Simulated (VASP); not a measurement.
**Input and output of a VASP PBE single-point calculation on YN (strained rocksalt)**

INCAR

```
LWAVE = .FALSE.
ISMEAR = -1
EDIFF = 1E-7
GGA = PE
LREAL = .FALSE.
IBRION = -1
SIGMA = 0.02
ISIF = 2
PREC = Accurate
NSW = 0
ENCUT = 520
NELM = 120
LCHARG = .FALSE.
NBANDS = 15
LASPH = .TRUE.
```

KPOINTS

```
KPOINTS created by Atomic Simulation Environment
0
Gamma
10 10 10
0 0 0
```

KPOINTS_OPT

```
special points
7
Reciprocal
0.0000000000 0.0000000000 0.0000000000 1
0.5000000000 0.0000000000 0.5000000000 1
0.6250000000 0.2500000000 0.6250000000 1
0.3750000000 0.3750000000 0.7500000000 1
0.5000000000 0.5000000000 0.5000000000 1
0.5000000000 0.2500000000 0.7500000000 1
0.0000000000 0.5000000000 0.5000000000 1
```

POSCAR

```
Y  N
 1.0000000000000000
     0.0000000000000000    2.4725286241000002    2.4725286241000002
     2.4725286241000002    0.0000000000000000    2.4725286241000002
     2.4725286241000002    2.4725286241000002    0.0000000000000000
 Y   N
   1   1
Cartesian
  0.0000000000000000  0.0000000000000000  0.0000000000000000
  2.4725286241000002  2.4725286241000002  2.4725286241000002
```

VASP ran with the recommended PBE PAW datasets (16 valence electrons in the cell).

Command

```
mpirun -np 1 vasp_std
```

OSZICAR

```
N       E                     dE             d eps       ncg     rms          rms(c)
DAV:   1     0.540282735255E+02    0.54028E+02   -0.85343E+03  1410   0.108E+03
DAV:   2    -0.188863882020E+02   -0.72915E+02   -0.65867E+02  1900   0.229E+02
DAV:   3    -0.218771424296E+02   -0.29908E+01   -0.29740E+01  1754   0.403E+01
DAV:   4    -0.219337820185E+02   -0.56640E-01   -0.56589E-01  1711   0.542E+00
DAV:   5    -0.219347949796E+02   -0.10130E-02   -0.10130E-02  1677   0.603E-01    0.289E+01
DAV:   6    -0.185154457308E+02    0.34193E+01   -0.90570E+00  1550   0.243E+01    0.316E+01
DAV:   7    -0.182538787019E+02    0.26157E+00   -0.56754E-01  1775   0.654E+00    0.228E+01
DAV:   8    -0.182535061242E+02    0.37258E-03   -0.29102E-01  2059   0.479E+00    0.100E+01
DAV:   9    -0.182197710915E+02    0.33735E-01   -0.50429E-02  1864   0.228E+00    0.176E+00
DAV:  10    -0.182201581812E+02   -0.38709E-03   -0.52336E-03  1572   0.640E-01    0.440E-01
DAV:  11    -0.182201919285E+02   -0.33747E-04   -0.30822E-04  1888   0.152E-01    0.289E-01
DAV:  12    -0.182201818727E+02    0.10056E-04   -0.25246E-05  1768   0.467E-02    0.630E-02
DAV:  13    -0.182201825083E+02   -0.63563E-06   -0.25505E-06  1543   0.151E-02    0.844E-03
DAV:  14    -0.182201825972E+02   -0.88859E-07   -0.21163E-07  1786   0.376E-03
   1 F= -.18220183E+02 E0= -.18220181E+02  d E =-.371682E-05
       N       E                     dE             ncg
DAV:   1     0.222911962039E+03   -0.45716E+04      218
DAV:   2    -0.199859663852E+03   -0.42277E+03      295
DAV:   3    -0.214723696292E+03   -0.14864E+02      260
DAV:   4    -0.214863784053E+03   -0.14009E+00      253
DAV:   5    -0.214865018575E+03   -0.12345E-02      252
DAV:   6    -0.214865034263E+03   -0.15688E-04      259
DAV:   7    -0.214865034509E+03   -0.24591E-06      251
DAV:   8    -0.214865034513E+03   -0.43215E-08      189
```

From OUTCAR

```
k-points           NKPTS =     47   k-points in BZ     NKDIM =     47   number of bands    NBANDS=     15

   NELECT =      16.0000    total number of electrons

   dimension x,y,z NGX =    28 NGY =   28 NGZ =   28
   dimension x,y,z NGXF=    56 NGYF=   56 NGZF=   56

  energy-cutoff  :      520.00
  volume of cell :       30.23
      direct lattice vectors                 reciprocal lattice vectors
     0.000000000  2.472528624  2.472528624    -0.202222128  0.202222128  0.202222128
     2.472528624  0.000000000  2.472528624     0.202222128 -0.202222128  0.202222128
     2.472528624  2.472528624  0.000000000     0.202222128  0.202222128 -0.202222128

 k-points in reciprocal lattice and weights: KPOINTS created by Atomic Simulation Env
   0.00000000  0.00000000  0.00000000       0.001
   0.10000000  0.00000000  0.00000000       0.008
   0.20000000  0.00000000  0.00000000       0.008
   0.30000000  0.00000000  0.00000000       0.008
   0.40000000  0.00000000  0.00000000       0.008
   0.50000000  0.00000000  0.00000000       0.004
   0.10000000  0.10000000  0.00000000       0.006
   0.20000000  0.10000000  0.00000000       0.024
   ...

 E-fermi :   4.0728

 k-point     1 :       0.0000    0.0000    0.0000
  band No.  band energies     occupation
      1     -37.0310      2.00000
      2     -16.7005      2.00000
      3     -16.7005      2.00000
      4     -16.7005      2.00000
      5      -8.8753      2.00000
      6       3.9502      1.99566
      7       3.9502      1.99566
      8       3.9502      1.99566
      9       7.0368      0.00000
     10       7.0368      0.00000
     11       7.0368      0.00000
     12       7.7950      0.00000
     13       8.9318      0.00000
     14       8.9318      0.00000
     15      14.6736      0.00000

 k-point     2 :       0.1000    0.0000    0.0000
  band No.  band energies     occupation
      1     -37.0213      2.00000
      2     -16.8077      2.00000
      3     -16.7079      2.00000
      4     -16.7079      2.00000
      5      -8.7173      2.00000
      6       3.3300      2.00000
      7       3.6260      2.00000
      8       3.6260      2.00000
      9       7.1049      0.00000
     10       7.2724      0.00000
     11       7.2724      0.00000
     12       8.3815      0.00000
     13       9.4133      0.00000
     14       9.4133      0.00000
     15      15.2919      0.00000

 k-point     3 :       0.2000    0.0000    0.0000
  band No.  band energies     occupation
      1     -36.9960      2.00000
      2     -17.0733      2.00000
      3     -16.7271      2.00000
      4     -16.7271      2.00000
      5      -8.3118      2.00000
      6       2.1505      2.00000
      7       2.9671      2.00000
      8       2.9671      2.00000
      9       7.3116      0.00000
     10       7.8976      0.00000
     11       7.8976      0.00000
     12       9.5904      0.00000
     13      10.5656      0.00000
     14      10.5656      0.00000
     15      16.7414      0.00000

 k-point     4 :       0.3000    0.0000    0.0000
  band No.  band energies     occupation
      1     -36.9645      2.00000
      2     -17.3766      2.00000
      3     -16.7507      2.00000
      4     -16.7507      2.00000
      5      -7.8166      2.00000
      6       1.0359      2.00000
      7       2.3495      2.00000
      8       2.3495      2.00000
      9       7.8417      0.00000
     10       8.7875      0.00000
     11       8.7875      0.00000
     12      10.6625      0.00000
     13      11.9335      0.00000
     14      11.9335      0.00000
     15      17.5510      0.00000

 k-point     5 :       0.4000    0.0000    0.0000
  band No.  band energies     occupation
      1     -36.9388      2.00000
      2     -17.6057      2.00000
      3     -16.7695      2.00000
      4     -16.7695      2.00000
      5      -7.4105      2.00000
      6       0.2532      2.00000
      7       1.9380      2.00000
      8       1.9380      2.00000
      9       8.7212      0.00000
     10       9.6953      0.00000
     11       9.6953      0.00000
     12      10.9084      0.00000
     13      13.1571      0.00000
     14      13.1571      0.00000
     15      17.2480      0.00000

 k-point     6 :       0.5000    0.0000    0.0000
  band No.  band energies     occupation
      1     -36.9289      2.00000
      2     -17.6899      2.00000
      3     -16.7767      2.00000
      4     -16.7767      2.00000
      5      -7.2517      2.00000
      6      -0.0311      2.00000
      7       1.7953      2.00000
      8       1.7953      2.00000
      9       9.4729      0.00000
     10      10.1197      0.00000
     11      10.1197      0.00000
     12      10.4675      0.00000
     13      13.7484      0.00000
     14      13.7484      0.00000
     15      17.2182      0.00000

 k-point     7 :       0.1000    0.1000    0.0000
  band No.  band energies     occupation
      1     -37.0182      2.00000
      2     -16.8048      2.00000
      3     -16.7285      2.00000
      4     -16.7285      2.00000
      5      -8.6773      2.00000
      6       2.9091      2.00000
      7       3.7624      2.00000
      8       3.7624      2.00000
      9       6.6140      0.00000
     10       7.6196      0.00000
     11       7.6196      0.00000
     12       8.2279      0.00000
     13       9.0613      0.00000
     14      10.1464      0.00000
     15      15.4871      0.00000

 k-point     8 :       0.2000    0.1000    0.0000
  band No.  band energies     occupation
      1     -36.9981      2.00000
      2     -16.9989      2.00000
      3     -16.7584      2.00000
      4     -16.7419      2.00000
      5      -8.3902      2.00000
      6       2.0933      2.00000
      7       3.2488      2.00000
      8       3.3856      2.00000
      9       6.5277      0.00000
     10       8.1492      0.00000
     11       8.2699      0.00000
     12       8.9655      0.00000
     13       9.6541      0.00000
     14      11.3549      0.00000
     15      16.6693      0.00000

 k-point     9 :       0.3000    0.1000    0.0000
  band No.  band energies     occupation
      1     -36.9687      2.00000
      2     -17.2760      2.00000
      3     -16.7860      2.00000
      4     -16.7649      2.00000
      5      -7.9761      2.00000
      6       1.2767      2.00000
      7       2.5103      2.00000
      8       2.7924      2.00000
      9       6.9117      0.00000
     10       8.8853      0.00000
     11       9.1130      0.00000
     12      10.0915      0.00000
     13      10.8480      0.00000
     14      12.5328      0.00000
     15      17.7485      0.00000

 k-point    10 :       0.4000    0.1000    0.0000
  band No.  band energies     occupation
      1     -36.9410      2.00000
      2     -17.5171      2.00000
      3     -16.8009      2.00000
      4     -16.7984      2.00000
      5      -7.5893      2.00000
      6       0.5905      2.00000
      7       2.0216      2.00000
      8       2.2640      2.00000
      9       7.6845      0.00000
     10       9.6769      0.00000
     11       9.9344      0.00000
     12      10.9273      0.00000
     13      12.2127      0.00000
     14      13.3839      0.00000
     15      17.1885      0.00000

 k-point    11 :       0.5000    0.1000    0.0000
  band No.  band energies     occupation
      1     -36.9259      2.00000
      2     -17.6424      2.00000
      3     -16.8291      2.00000
      4     -16.7976      2.00000
      5      -7.3693      2.00000
      6       0.2091      2.00000
      7       1.8658      2.00000
      8       1.9365      2.00000
      9       8.7409      0.00000
     10       9.6869      0.00000
     11      10.2248      0.00000
     12      11.3436      0.00000
     13      13.3983      0.00000
     14      13.7633      0.00000
     15      16.6983      0.00000

 k-point    12 :      -0.4000    0.1000    0.0000
  band No.  band energies     occupation
      1     -36.9291      2.00000
      2     -17.6160      2.00000
      3     -16.8446      2.00000
      4     -16.7773      2.00000
      5      -7.4021      2.00000
      6       0.2617      2.00000
      7       1.8652      2.00000
      8       2.0137      2.00000
      9       8.7971      0.00000
     10       9.7038      0.00000
     11       9.7050      0.00000
     12      11.3519      0.00000
     13      13.2020      0.00000
     14      13.7074      0.00000
     15      16.8311      0.00000

 k-point    13 :      -0.3000    0.1000    0.0000
  band No.  band energies     occupation
      1     -36.9495      2.00000
      2     -17.4468      2.00000
      3     -16.8375      2.00000
      4     -16.7477      2.00000
      5      -7.6776      2.00000
      6       0.7545      2.00000
      7       2.0619      2.00000
      8       2.4174      2.00000
      9       7.9097      0.00000
     10       8.7817      0.00000
     11       9.8052      0.00000
     12      10.5814      0.00000
     13      12.1915      0.00000
     14      12.9999      0.00000
     15      17.4478      0.00000

 ...

  Total       -0.7073854     -0.7073854     -0.7073854     -0.0000000      0.0000000     -0.0000000
  in kB      -37.4897642    -37.4897642    -37.4897642     -0.0000000      0.0000000     -0.0000000
  external PRESSURE =     -37.4897642 kB  Pullay stress =       0.0000000 kB

 POSITION                                       TOTAL-FORCE (eV/Angst)
 -----------------------------------------------------------------------------------
      0.00000      0.00000      0.00000        -0.000000      0.000000      0.000000
      2.47253      2.47253      2.47253         0.000000      0.000000     -0.000000
 -----------------------------------------------------------------------------------
    total drift:                                0.000000      0.000000      0.000000

  FREE ENERGIE OF THE ION-ELECTRON SYSTEM (eV)
  ---------------------------------------------------
  free  energy   TOTEN  =       -18.2201825972 eV

  energy  without entropy=      -18.2201788804  energy(sigma->0) =      -18.22018074
```

```json
{
 "gap between bands v and c": "0.25 eV",
 "least direct gap": "0.66 eV",
 "pressure": "-3.7 GPa"
}
```

Band v is the last that the valence electrons fill when counted band by band, and c is the next.

The run took about 33 s on one core of a shared host (Intel Xeon Platinum 8488C) and held 0.19 GiB at most.
